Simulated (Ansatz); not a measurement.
# Meshes and cutoff for the phonons of NaH (Fm-3m), part 2 of 3

How do the frequencies of NaH (Fm-3m) move with q mesh, k mesh and cutoff?

Ansatz 0.2.0; DFT PBE, scalar-relativistic, plane waves, PAW; PAW set soft_1.

So far, highest frequency on the path or at a solved wavevector (cm⁻¹): step 3 (response at finite wavevector) 890; step 4 (q mesh 2×2×2) 890. The relaxed cell has a = 4.832 Å (conventional setting).

## (8) Another k mesh, k-mesh 2×2×2, q mesh 2×2×2

The k mesh is changed to 2×2×2 on a small fixed q mesh, to find the coarsest that serves.

Contents of input.yaml:

```yaml
crystal:
  lattice:
    - [0.0, 2.4160895472, 2.4160895472]
    - [2.4160895472, 0.0, 2.4160895472]
    - [2.4160895472, 2.4160895472, 0.0]
  atoms:
    - { symbol: Na, position: [0.0, 0.0, 0.0] }
    - { symbol: H, position: [0.5, 0.5, 0.5] }
kpoints:
  mp_grid: { grid: [2, 2, 2] }
hamiltonian:
  xc: pbe
  pseudopotentials: { kind: paw, azcp: { folder: soft_1 } }
scf:
  occupations: { method: fixed }
output:
  eigenvalues: true
phonons:
  method: dfpt
  dielectric: true
  rigid_motions: translations
  qmesh: [2, 2, 2]
  temperatures: { t_max: 1000, t_step: 50 }
  qpath:
    path:
      - [[0.0, 0.0, 0.0], [0.5, 0.0, 0.5], [0.625, 0.25, 0.625]]
      - [[0.375, 0.375, 0.75], [0.0, 0.0, 0.0], [0.5, 0.5, 0.5], [0.5, 0.25, 0.75], [0.5, 0.0, 0.5]]
    npoints: 10
```

Launch:

```
$ ansatz run input.yaml --threads 4 --pin off --max-ram 10240MiB --backend cpu --events-out ev --progress --plain --runs-dir out
```

Numbers of over 12 decimals in the logs are rounded to 6 here.

The log of the run:

```text
[...]
Crystal: 2 atoms, lattice volume = 28.208 Å³
Basis set: ecut = 420 eV, 537 PW (Γ), exchange–correlation on 48×48×48 points (8 copies of the dense FFT grid, shifted against one another)
Bands: 9, of which v1, the nominal top of the filled ones, is band 5 counted from 1 (4 counted from 0)
Symmetry: 48 space group operations
k-points: 4 of 8 (irreducible under 8 space group operations)
[...]
SCF iter   1: F=—  HF=-1502.729532 eV  |F-HF|=—  |Δ(HF+E_count)|=         —  Δρ=6.00e-2  dr2=1.16e0  ethr=3.10e-3  ⟨swp⟩=4.5  Hψ=209  notcnv=0  defer=6
[...]
SCF iter   7: F=-1502.341943 eV  HF=-1502.341943 eV  |F-HF|=7.75e-11  |Δ(HF+E_count)|=   1.50e-8  Δρ=4.03e-7  dr2=2.09e-11  ethr=1.00e-12  ⟨swp⟩=8.8  Hψ=214  notcnv=0
SCF 1 converged in 7 iterations: F = -1502.341943 eV  dr2 = 2.09e-11
[...]
DFPT response loops at Γ: preconditioner auto → none (the input reference at scf.mixing.eps_inf says where Resta's filter doesn't serve); β = 0.50; Broyden in place of MSR1
── the response to a field inside a basis, on 4×4×4 k-points: an SCF that follows is theirs, and a resumed run solves both again ──
Bands: 6, of which v1, the nominal top of the filled ones, is band 5 counted from 1 (4 counted from 0)
k-points: 10 of 64 (irreducible under 12 space group operations)
[...]
Eigensolver: Dense (10 Hₖ)
SCF iter   1: F=—  HF=-1502.689686 eV  |F-HF|=—  |Δ(HF+E_count)|=         —  Δρ=9.45e-3  dr2=2.99e-2  ethr=1.00e-1
[...]
SCF iter   5: F=-1502.682408 eV  HF=-1502.682408 eV  |F-HF|=7.59e-9  |Δ(HF+E_count)|=   5.92e-6  Δρ=4.84e-6  dr2=2.40e-9  ethr=3.00e-8
SCF 1 converged in 5 iterations: F = -1502.682408 eV  dr2 = 2.40e-9
[...]
WARN: field response: ε∞ stands inside a basis, on 4×4×4 points; the force constants stand on the 2×2×2 k-mesh, whose period is 9.25 times the interband length at k = (0.0000, -0.5000, -0.5000), direct gap 4.700 eV, under 14: take them and everything formed from them as unconverged, and compare with a denser kpoints.mp_grid
[...]
SCF converged after 7 iterations
Free energy (F): -1502.341943 eV
[...]
Internal energy: -1502.341943 eV  (E = F + TS)
E sigma→0 (E₀):  -1502.341943 eV
Fermi energy:    0.806215 eV
[...]
--- Band table (eV) ---
[...]
--- Phonons (Γ-DFPT): 2 representative perturbations + reference, on 4 of 8 k-points (Σ response iterations 7) ---
  k mesh reduced under 8 symmetry operations, with k and −k counted as one. Each operation leaves every solved perturbation unchanged. A smaller set is not considered because the run solves the response to a homogeneous field
  ASR residual: 2.371e-4 → 0.000e0 eV/Å²; symmetrization residual: 2.989e-7 eV/Å²
  ASR residual per site (eV/Å²): 7.83e-6 2.37e-4
  Γ frequencies (cm⁻¹): 0.00 0.00 0.00 472.73 472.73 472.73
  ε∞ (high-frequency dielectric tensor):
        3.122844     0.000000     0.000000
        0.000000     3.122844     0.000000
        0.000000     0.000000     3.122844
  ε⁰ (static dielectric tensor: ions relaxed, cell fixed):
       10.756914     0.000000     0.000000
        0.000000    10.756914    -0.000000
        0.000000    -0.000000    10.756914
  ε⁰ − ε∞ (ionic part):
        7.634070     0.000000     0.000000
        0.000000     7.634070    -0.000000
        0.000000    -0.000000     7.634070
  softest optical mode at Γ: 472.73 cm⁻¹; the repairs (sum rule, projections) moved no ω² at Γ by more than (8.03 cm⁻¹)²
  Born effective charges Z* (e; rows j = field, columns β = displacement):
    site 0:
         0.97181    0.00000   -0.00000
         0.00000    0.97181    0.00000
         0.00000    0.00000    0.97181
    site 1:
        -0.97181   -0.00000    0.00000
        -0.00000   -0.97181   -0.00000
        -0.00000   -0.00000   -0.97181
  Z* charge neutrality: 8.437e-4 e pre-enforcement
  solved inside a basis spanned on kpoints, on 4×4×4 k-points, its susceptibility summed on 8×8×8: ε∞ is read to err by 7.0e-3, Z* by 4.6e-2 e (field_mesh: kpoints solves on kpoints); Z* is corrected for what the basis lacks
  optical modes at Γ without the LO–TO term, one row a degenerate level:
      ω (cm⁻¹)  modes    IR ((D/Å)²/amu)
        472.73      3            67.6894
  optical modes at Γ + LO–TO along q̂ = [1.0000, 0.0000, 0.0000]:
      ω (cm⁻¹)  modes    IR ((D/Å)²/amu)
        472.73      2            45.1263
        877.38      1            22.5631
  optical modes at Γ + LO–TO along q̂ = [0.0000, 1.0000, 0.0000]:
      ω (cm⁻¹)  modes    IR ((D/Å)²/amu)
        472.73      2            45.1263
        877.38      1            22.5631
  optical modes at Γ + LO–TO along q̂ = [0.0000, 0.0000, 1.0000]:
      ω (cm⁻¹)  modes    IR ((D/Å)²/amu)
        472.73      2            45.1263
        877.38      1            22.5631
--- Phonons (arbitrary-q DFPT): 3 irreducible q on the 2×2×2 mesh ---
[...]
interpolated dispersion: 63 rows × 6 modes
[...]
```

Elapsed: 3.3 s, on 4 threads of Arm Neoverse V1, shared host; peak memory 0.39 GiB.

The run finished; it serves as a test, and its numbers are not taken as the result.

## (9) Another k mesh, k-mesh 4×4×4, q mesh 2×2×2

The k mesh is changed to 4×4×4 on a small fixed q mesh, to find the coarsest that serves.

Changes to input.yaml since step 8:

```diff
@@ -9,3 +9,3 @@
 kpoints:
-  mp_grid: { grid: [2, 2, 2] }
+  mp_grid: { grid: [4, 4, 4] }
 hamiltonian:
```

The log of the run:

```text
[...]
Crystal: 2 atoms, lattice volume = 28.208 Å³
Basis set: ecut = 420 eV, 537 PW (Γ), exchange–correlation on 48×48×48 points (8 copies of the dense FFT grid, shifted against one another)
Bands: 9, of which v1, the nominal top of the filled ones, is band 5 counted from 1 (4 counted from 0)
Symmetry: 48 space group operations
k-points: 13 of 64 (irreducible under 8 space group operations, time reversal used)
[...]
SCF iter   1: F=—  HF=-1502.969815 eV  |F-HF|=—  |Δ(HF+E_count)|=         —  Δρ=5.23e-2  dr2=8.90e-1  ethr=3.10e-3  ⟨swp⟩=4.3  Hψ=673  notcnv=0  defer=20
[...]
SCF iter   7: F=-1502.681617 eV  HF=-1502.681617 eV  |F-HF|=3.57e-11  |Δ(HF+E_count)|=   2.94e-9  Δρ=3.51e-7  dr2=2.05e-11  ethr=1.00e-12  ⟨swp⟩=8.8  Hψ=664  notcnv=0
SCF 1 converged in 7 iterations: F = -1502.681617 eV  dr2 = 2.05e-11
[...]
Bands: 6, of which v1, the nominal top of the filled ones, is band 5 counted from 1 (4 counted from 0)
k-points: 10 of 64 (irreducible under 12 space group operations)
[...]
Eigensolver: Dense (10 Hₖ)
SCF iter   1: F=—  HF=-1502.681740 eV  |F-HF|=—  |Δ(HF+E_count)|=         —  Δρ=2.17e-4  dr2=2.39e-6  ethr=1.00e-1
[...]
SCF iter   3: F=-1502.681744 eV  HF=-1502.681744 eV  |F-HF|=3.82e-8  |Δ(HF+E_count)|=   1.13e-6  Δρ=1.89e-5  dr2=1.40e-8  ethr=4.13e-9
SCF 1 converged in 3 iterations: F = -1502.681744 eV  dr2 = 1.40e-8
[...]
SCF converged after 7 iterations
Free energy (F): -1502.681617 eV
[...]
Internal energy: -1502.681617 eV  (E = F + TS)
E sigma→0 (E₀):  -1502.681617 eV
Fermi energy:    0.742633 eV
[...]
--- Band table (eV; the first three rows and the last of 13) ---
[...]
ASR residual: 2.361e-4 → 0.000e0 eV/Å²; symmetrization residual: 1.616e-7 eV/Å²
  ASR residual per site (eV/Å²): 4.39e-5 2.36e-4
  Γ frequencies (cm⁻¹): 0.00 0.00 0.00 494.06 494.06 494.06
  ε∞ (high-frequency dielectric tensor):
        3.121934     0.000000     0.000000
        0.000000     3.121934     0.000000
        0.000000     0.000000     3.121934
  ε⁰ (static dielectric tensor: ions relaxed, cell fixed):
       10.109992    -0.000000     0.000000
       -0.000000    10.109992    -0.000000
        0.000000    -0.000000    10.109992
  ε⁰ − ε∞ (ionic part):
        6.988058    -0.000000     0.000000
       -0.000000     6.988058    -0.000000
        0.000000    -0.000000     6.988058
[...]
Born effective charges Z* (e; rows j = field, columns β = displacement):
    site 0:
         0.97173   -0.00000    0.00000
        -0.00000    0.97173   -0.00000
         0.00000    0.00000    0.97173
    site 1:
        -0.97173    0.00000   -0.00000
         0.00000   -0.97173    0.00000
        -0.00000   -0.00000   -0.97173
  Z* charge neutrality: 7.675e-4 e pre-enforcement
[...]
optical modes at Γ without the LO–TO term, one row a degenerate level:
      ω (cm⁻¹)  modes    IR ((D/Å)²/amu)
        494.06      3            67.6789
  optical modes at Γ + LO–TO along q̂ = [1.0000, 0.0000, 0.0000]:
      ω (cm⁻¹)  modes    IR ((D/Å)²/amu)
        494.06      2            45.1193
        889.09      1            22.5596
  optical modes at Γ + LO–TO along q̂ = [0.0000, 1.0000, 0.0000]:
      ω (cm⁻¹)  modes    IR ((D/Å)²/amu)
        494.06      2            45.1193
        889.09      1            22.5596
  optical modes at Γ + LO–TO along q̂ = [0.0000, 0.0000, 1.0000]:
      ω (cm⁻¹)  modes    IR ((D/Å)²/amu)
        494.06      2            45.1193
        889.09      1            22.5596
--- Phonons (arbitrary-q DFPT): 3 irreducible q on the 2×2×2 mesh ---
[...]
interpolated dispersion: 63 rows × 6 modes
[...]
```

The job ended after 3.3 s (4 threads; peak memory 0.39 GiB).

The run finished; it serves as a test, and its numbers are not taken as the result.

## (10) Another k mesh, k-mesh 6×6×6, q mesh 2×2×2

The k mesh is changed to 6×6×6 on a small fixed q mesh, to find the coarsest that serves.

Changes to input.yaml since step 9:

```diff
@@ -9,3 +9,3 @@
 kpoints:
-  mp_grid: { grid: [4, 4, 4] }
+  mp_grid: { grid: [6, 6, 6] }
 hamiltonian:
```

The log of the run:

```text
[...]
Crystal: 2 atoms, lattice volume = 28.208 Å³
Basis set: ecut = 420 eV, 537 PW (Γ), exchange–correlation on 48×48×48 points (8 copies of the dense FFT grid, shifted against one another)
Bands: 9, of which v1, the nominal top of the filled ones, is band 5 counted from 1 (4 counted from 0)
Symmetry: 48 space group operations
k-points: 30 of 216 (irreducible under 8 space group operations, time reversal used)
[...]
optical modes at Γ + LO–TO along q̂ = [0.0000, 1.0000, 0.0000]:
      ω (cm⁻¹)  modes    IR ((D/Å)²/amu)
        493.90      2            45.1768
        889.36      1            22.5884
  optical modes at Γ + LO–TO along q̂ = [0.0000, 0.0000, 1.0000]:
      ω (cm⁻¹)  modes    IR ((D/Å)²/amu)
        493.90      2            45.1768
        889.36      1            22.5884
--- Phonons (arbitrary-q DFPT): 3 irreducible q on the 2×2×2 mesh ---
[...]
interpolated dispersion: 63 rows × 6 modes
[...]
[key lines of the parts left out:]
SCF converged after 7 iterations
Free energy (F): -1502.681614 eV
Fermi energy:    0.697967 eV
```

The job ended after 4.8 s (4 threads; peak memory 0.43 GiB; 16 s of CPU time).

A gap read on the k-mesh alone can miss the band edges.

The highest optical mode at the zone centre (no LO-TO term) is 493.9 cm⁻¹, +0.0 cm⁻¹ against the base run.

## (11) Another k mesh, q mesh 2×2×2

The k mesh is changed to 8×8×8 on a small fixed q mesh, to find the coarsest that serves.

Changes to input.yaml since step 10:

```diff
@@ -9,3 +9,3 @@
 kpoints:
-  mp_grid: { grid: [6, 6, 6] }
+  mp_grid: { grid: [8, 8, 8] }
 hamiltonian:
```

The log of the run:

```text
[...]
Crystal: 2 atoms, lattice volume = 28.208 Å³
Basis set: ecut = 420 eV, 537 PW (Γ), exchange–correlation on 48×48×48 points (8 copies of the dense FFT grid, shifted against one another)
Bands: 9, of which v1, the nominal top of the filled ones, is band 5 counted from 1 (4 counted from 0)
Symmetry: 48 space group operations
k-points: 59 of 512 (irreducible under 8 space group operations, time reversal used)
[...]
optical modes at Γ + LO–TO along q̂ = [0.0000, 1.0000, 0.0000]:
      ω (cm⁻¹)  modes    IR ((D/Å)²/amu)
        493.85      2            45.1800
        889.86      1            22.5900
  optical modes at Γ + LO–TO along q̂ = [0.0000, 0.0000, 1.0000]:
      ω (cm⁻¹)  modes    IR ((D/Å)²/amu)
        493.85      2            45.1800
        889.86      1            22.5900
--- Phonons (arbitrary-q DFPT): 3 irreducible q on the 2×2×2 mesh ---
[...]
interpolated dispersion: 63 rows × 6 modes
[...]
[key lines of the parts left out:]
SCF converged after 7 iterations
Free energy (F): -1502.681582 eV
Fermi energy:    0.743644 eV
```

Wall time 4.7 s (4 threads); peak memory 0.49 GiB.

Frequencies (cm⁻¹) solved at each irreducible wavevector; negative means imaginary. Frequencies by wavevector, by row:

```csv
q in reciprocal lattice units,star,mode 1,mode 2,mode 3,mode 4,mode 5,mode 6
0 0 0,1,0,0,0,493.9,493.9,493.9
0 0 -0.5,4,119.4,119.4,236.7,566.5,566.5,881.2
0 -0.5 -0.5,3,137.2,137.2,198.8,667.6,667.6,840.6
```

The highest optical mode at the zone centre (no LO-TO term) is 493.9 cm⁻¹, +0.0 cm⁻¹ against the base run.

## (12) Another k mesh, k-mesh 12×12×12, q mesh 2×2×2

The k mesh is changed to 12×12×12 on a small fixed q mesh, to find the coarsest that serves.

Changes to input.yaml since step 11:

```diff
@@ -9,3 +9,3 @@
 kpoints:
-  mp_grid: { grid: [8, 8, 8] }
+  mp_grid: { grid: [12, 12, 12] }
 hamiltonian:
```

The log of the run:

```text
[...]
Crystal: 2 atoms, lattice volume = 28.208 Å³
Basis set: ecut = 420 eV, 537 PW (Γ), exchange–correlation on 48×48×48 points (8 copies of the dense FFT grid, shifted against one another)
Bands: 9, of which v1, the nominal top of the filled ones, is band 5 counted from 1 (4 counted from 0)
Symmetry: 48 space group operations
k-points: 163 of 1728 (irreducible under 8 space group operations, time reversal used)
[...]
optical modes at Γ + LO–TO along q̂ = [0.0000, 1.0000, 0.0000]:
      ω (cm⁻¹)  modes    IR ((D/Å)²/amu)
        493.87      2            45.1810
        889.40      1            22.5905
  optical modes at Γ + LO–TO along q̂ = [0.0000, 0.0000, 1.0000]:
      ω (cm⁻¹)  modes    IR ((D/Å)²/amu)
        493.87      2            45.1810
        889.40      1            22.5905
--- Phonons (arbitrary-q DFPT): 3 irreducible q on the 2×2×2 mesh ---
[...]
interpolated dispersion: 63 rows × 6 modes
[...]
[key lines of the parts left out:]
SCF converged after 7 iterations
Free energy (F): -1502.681583 eV
Fermi energy:    0.743640 eV
```

Run time: 12 s. Hardware: 4 threads; peak memory 0.59 GiB.

Frequencies (cm⁻¹) solved at each irreducible wavevector; negative means imaginary. Frequencies by wavevector, by row:

```csv
q in reciprocal lattice units,star,mode 1,mode 2,mode 3,mode 4,mode 5,mode 6
0 0 0,1,0,0,0,493.9,493.9,493.9
0 0 -0.5,4,119.4,119.4,236.7,566.5,566.5,881.2
0 -0.5 -0.5,3,137.2,137.2,198.8,667.5,667.5,840.6
```

The highest optical mode at the zone centre (no LO-TO term) is 493.9 cm⁻¹, +0.0 cm⁻¹ against the base run.

## (13) Side by side

Times are for 4 threads of Arm Neoverse V1, shared host. The series side by side:

```csv
no.,k-mesh,lowest mode on the q mesh (acoustic modes at Γ apart) (cm⁻¹),highest frequency on the path or at a solved wavevector (cm⁻¹),time,memory (GiB)
1,6×6×6,119.4,889.4,4.8 s,0.43
2,8×8×8,119.4,889.9,4.7 s,0.49
3,12×12×12,119.4,889.4,12 s,0.59
```

The runs together. Phonon density of states against wavenumber; read off at these points; values in 1/cm⁻¹/cell:

```csv
wavenumber (cm⁻¹),6×6×6,8×8×8,12×12×12
5,1.0e-5,1.0e-5,1.0e-5
25,2.5e-4,2.5e-4,2.5e-4
55,0.00155,0.00155,0.00155
75,0.00363,0.00363,0.00363
105,0.0139,0.0139,0.0139
125,0.0444,0.0444,0.0444
145,0.0238,0.0238,0.0238
175,0.0102,0.0101,0.0101
195,0.0371,0.0371,0.0371
225,0.00583,0.00582,0.00583
245,0,0,0
265,0,0,0
295,0,0,0
315,0,0,0
345,0,0,0
365,0,0,0
385,0,0,0
415,0,0,0
435,0,0,0
465,0,0,0
485,0,0,0
515,0.00341,0.00341,0.00341
535,0.00546,0.00546,0.00546
555,0.00828,0.00826,0.00827
575,0.0129,0.0129,0.0129
585,0.0127,0.0127,0.0127
605,0.0125,0.0125,0.0125
635,0.0121,0.0121,0.0121
655,0.0119,0.0119,0.0119
675,0.00725,0.00724,0.00725
705,0.00495,0.00495,0.00495
725,0.00353,0.00353,0.00354
755,5.5e-4,5.4e-4,5.4e-4
775,0.00326,0.00325,0.00325
795,0.00542,0.00541,0.00541
825,0.00952,0.00948,0.0095
835,0.0114,0.0114,0.0114
845,0.0109,0.0109,0.0110
875,0.0111,0.0110,0.0111
895,1.0e-5,3.0e-5,1.0e-5
```

The runs together, line C_V. Table of C_V, 6×6×6 = 8×8×8 = 12×12×12 by temperature:

```csv
temperature (K),"C_V, 6×6×6 = 8×8×8 = 12×12×12 (J/mol-atom/K)"
0,0
50,3.66
100,8.69
150,11.4
200,13.7
250,15.7
300,17.4
350,18.7
400,19.8
450,20.7
500,21.3
550,21.9
600,22.3
650,22.6
700,22.9
750,23.2
800,23.4
850,23.5
900,23.7
950,23.8
1000,23.9
```

## (14) Another cutoff, cutoff 170 eV, q mesh 2×2×2

The cutoff is set to 170 eV on a small fixed q mesh.

Changes to input.yaml since step 12:

```diff
@@ -9,3 +9,3 @@
 kpoints:
-  mp_grid: { grid: [12, 12, 12] }
+  mp_grid: { grid: [8, 8, 8] }
 hamiltonian:
@@ -19,4 +19,2 @@
   method: dfpt
-  dielectric: true
-  rigid_motions: translations
   qmesh: [2, 2, 2]
@@ -28 +26,3 @@
     npoints: 10
+basis:
+  ecutwfc: 170
```

The log of the run:

```text
Warning: basis.ecutwfc = 170 eV is below the records' recommended 420 eV, and the density's cutoff is lower with it unless basis.ecutrho_ratio is high enough to keep the records' density cutoff: compare with a run at a higher cutoff
[...]
Crystal: 2 atoms, lattice volume = 28.208 Å³
Basis set: ecut = 170 eV, 137 PW (Γ), exchange–correlation on 30×30×30 points (8 copies of the dense FFT grid, shifted against one another)
Bands: 9, of which v1, the nominal top of the filled ones, is band 5 counted from 1 (4 counted from 0)
Symmetry: 48 space group operations
k-points: 29 of 512
[...]
SCF iter   1: F=—  HF=-1496.177897 eV  |F-HF|=—  |Δ(HF+E_count)|=         —  Δρ=1.04e-1  dr2=1.50e0  ethr=3.10e-3  ⟨swp⟩=3.0  Hψ=1389  notcnv=0  defer=49
[...]
SCF iter   8: F=-1495.379439 eV  HF=-1495.379439 eV  |F-HF|=2.27e-13  |Δ(HF+E_count)|=  1.10e-10  Δρ=4.11e-8  dr2=2.21e-13  ethr=1.00e-12  ⟨swp⟩=5.0  Hψ=1181  notcnv=0
SCF 1 converged in 8 iterations: F = -1495.379439 eV  dr2 = 2.21e-13
[...]
k-points: 59 of 512 (irreducible under 8 space group operations, time reversal used)
[...]
SCF iter   2: F=-1495.379439 eV  HF=-1495.379439 eV  |F-HF|=2.27e-13  |Δ(HF+E_count)|=  7.44e-11  Δρ=1.08e-8  dr2=1.48e-14  ethr=1.00e-12  ⟨swp⟩=3.9  Hψ=1757  notcnv=0
SCF 2 converged in 2 iterations: F = -1495.379439 eV  dr2 = 1.48e-14
[...]
SCF converged after 8 iterations
Free energy (F): -1495.379439 eV
[...]
Internal energy: -1495.379439 eV  (E = F + TS)
E sigma→0 (E₀):  -1495.379439 eV
Fermi energy:    0.782557 eV
[...]
--- Band table (eV; the first three rows and the last of 29) ---
[...]
ASR residual: 3.372e-2 → 0.000e0 eV/Å²; symmetrization residual: 6.412e-8 eV/Å²
  ASR residual per site (eV/Å²): 3.37e-2 4.76e-3
  Γ frequencies (cm⁻¹): 0.00 0.00 0.00 414.92 414.92 414.92
  Unit cell's response to a homogeneous field, on a k mesh of 8×8×8: 1 representative field direction (Σ response iterations 7)
  ε∞ (high-frequency dielectric tensor):
        3.185630    -0.000000     0.000000
       -0.000000     3.185630     0.000000
       -0.000000     0.000000     3.185630
  ε⁰ (static dielectric tensor): not given — the deck does not say what the cell's rigid motions are, and on a molecule in a box or a wire the rigid rotations would enter the sum over the modes at Γ. For a crystal or a slab, whose only rigid motions are the translations, set phonons.rigid_motions: translations.
  Born effective charges Z* (e; rows j = field, columns β = displacement):
    site 0:
         0.97441   -0.00000    0.00000
         0.00000    0.97441    0.00000
         0.00000   -0.00000    0.97441
    site 1:
        -0.97441    0.00000   -0.00000
        -0.00000   -0.97441   -0.00000
         0.00000    0.00000   -0.97441
  Z* charge neutrality: 6.617e-4 e pre-enforcement
[...]
optical modes at Γ without the LO–TO term, one row a degenerate level:
      ω (cm⁻¹)  modes    IR ((D/Å)²/amu)
        414.92      3            68.0526
  optical modes at Γ + LO–TO along q̂ = [1.0000, 0.0000, 0.0000]:
      ω (cm⁻¹)  modes    IR ((D/Å)²/amu)
        414.92      2            45.3684
        842.96      1            22.6842
  optical modes at Γ + LO–TO along q̂ = [0.0000, 1.0000, 0.0000]:
      ω (cm⁻¹)  modes    IR ((D/Å)²/amu)
        414.92      2            45.3684
        842.96      1            22.6842
  optical modes at Γ + LO–TO along q̂ = [0.0000, 0.0000, 1.0000]:
      ω (cm⁻¹)  modes    IR ((D/Å)²/amu)
        414.92      2            45.3684
        842.96      1            22.6842
--- Phonons (arbitrary-q DFPT): 3 irreducible q on the 2×2×2 mesh ---
[...]
interpolated dispersion: 63 rows × 6 modes
[...]
```

Elapsed: 2.4 s, on 4 threads; peak memory 0.38 GiB; 7.4 s of CPU time.

The run finished; it serves as a test, and its numbers are not taken as the result.

(Continued in part 3 of 3.)

[Logs are printed without paths, hosts, clocks, repeated set-up lines and the standing remarks that a program may print on its own settings, such as how far it seeks lower states.]

[Hosts, paths, dates, database ids (printed as entryN), source tags and the programs' standing remarks are cut or masked in the printed files.]
